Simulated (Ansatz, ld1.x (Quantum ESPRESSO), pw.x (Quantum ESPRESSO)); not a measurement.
**What a changed setting does to a pw.x run (sc W)**

Potential: PAW, ld1.x (Quantum ESPRESSO) 7.5, PBE; core [Kr] 4d10 4f14, reference 5s2 5p6 5d4 6s0 6p0; waves: 5s (bound): rcut 1.90, rcutus 2.05 bohr; 6s (bound, empty): rcut 1.90, rcutus 2.05 bohr; 5p (bound): rcut 1.85, rcutus 2.05 bohr; 6p (bound, empty): rcut 1.85, rcutus 2.05 bohr; 5d (bound): rcut 2.05, rcutus 2.80 bohr; 5d channel at 3.05 Ry: rcut 2.05, rcutus 2.80 bohr; 5f channel at 0.25 Ry: rc 2.80 bohr; local part: the f channel; core correction: none; augmentation: BESSEL, radius 2.05 bohr.

The reference run (k-mesh 12³, cutoffs 45/360 Ry, Fermi–Dirac 0.01 Ry, mixing_beta 0.4, conv_thr 1e-9, no spin) gives -3.73 GPa at 18.539 Å³/atom, where all-electron LAPW gives -2.09 GPa. This run, with its own iteration cap, changes ecutrho/ecutwfc to 16.

```
&control
  calculation='scf', prefix='x', pseudo_dir='./', outdir='./tmp', tstress=.true., disk_io='none'
/
&system
  ibrav=0, nat=1, ntyp=1, ecutwfc=45, ecutrho=720, nbnd=15,
  occupations='smearing', smearing='fd', degauss=0.01
/
&electrons
  conv_thr=1e-09, mixing_beta=0.4, electron_maxstep=60
/
ATOMIC_SPECIES
W 1.0 W.UPF
CELL_PARAMETERS angstrom
  2.64664343 0.00000000 0.00000000
  0.00000000 2.64664343 0.00000000
  0.00000000 0.00000000 2.64664343
ATOMIC_POSITIONS crystal
W 0.0000 0.0000 0.0000
K_POINTS automatic
12 12 12 0 0 0
```

```bash
pw.x < W.scf.in > W.scf.out
```

How does the run end?

It converges in 26 iterations; the free energy moves by +0.0 meV/atom and the pressure by +0.00 GPa. The result is that of the reference run.

```
Message from routine setup:
     using ibrav=0 with symmetry is DISCOURAGED, use correct ibrav instead
     lattice parameter (alat)  =       5.0014  a.u.
     unit-cell volume          =     125.1074 (a.u.)^3
     number of electrons       =        14.00
     number of Kohn-Sham states=           15
     kinetic-energy cutoff     =      45.0000  Ry
     charge density cutoff     =     720.0000  Ry
     scf convergence threshold =      1.0E-09
     Exchange-correlation= SLA  PW   PBX  PBC
     number of k points=    84  Fermi-Dirac smearing, width (Ry)=  0.0100
     iteration #  1     ecut=    45.00 Ry     beta= 0.40
     total energy              =    -759.78297551 Ry
     estimated scf accuracy    <       4.79004535 Ry
     iteration #  2     ecut=    45.00 Ry     beta= 0.40
     total energy              =    -759.74966694 Ry
     estimated scf accuracy    <       0.54090062 Ry
     iteration #  3     ecut=    45.00 Ry     beta= 0.40
     total energy              =    -760.06981623 Ry
     estimated scf accuracy    <       0.16462953 Ry
     [... 20 iterations left out ...]
     iteration # 24     ecut=    45.00 Ry     beta= 0.40
     total energy              =    -760.16972893 Ry
     estimated scf accuracy    <       0.00000002 Ry
     iteration # 25     ecut=    45.00 Ry     beta= 0.40
     total energy              =    -760.16972893 Ry
     estimated scf accuracy    <          2.8E-09 Ry
     iteration # 26     ecut=    45.00 Ry     beta= 0.40
     the Fermi energy is    18.0425 ev
!    total energy              =    -760.16972893 Ry
     estimated scf accuracy    <          2.0E-10 Ry
     smearing contrib. (-TS)   =      -0.00275204 Ry
     The total energy is F=E-TS. E is the sum of the following terms:
     one-electron contribution =     -22.56778002 Ry
     hartree contribution      =      23.94329453 Ry
     xc contribution           =     -15.60423526 Ry
     ewald contribution        =    -111.19023339 Ry
     one-center paw contrib.   =    -634.74802275 Ry
     convergence has been achieved in  26 iterations
          total   stress  (Ry/bohr**3)                   (kbar)     P=      -37.32
     Message from routine punch:
     Nothing written, as per user request (disk_io='none')
```

The run took about 35 s on one core of a shared host (Neoverse-V2, 32 threads, 247 GiB, load 22).
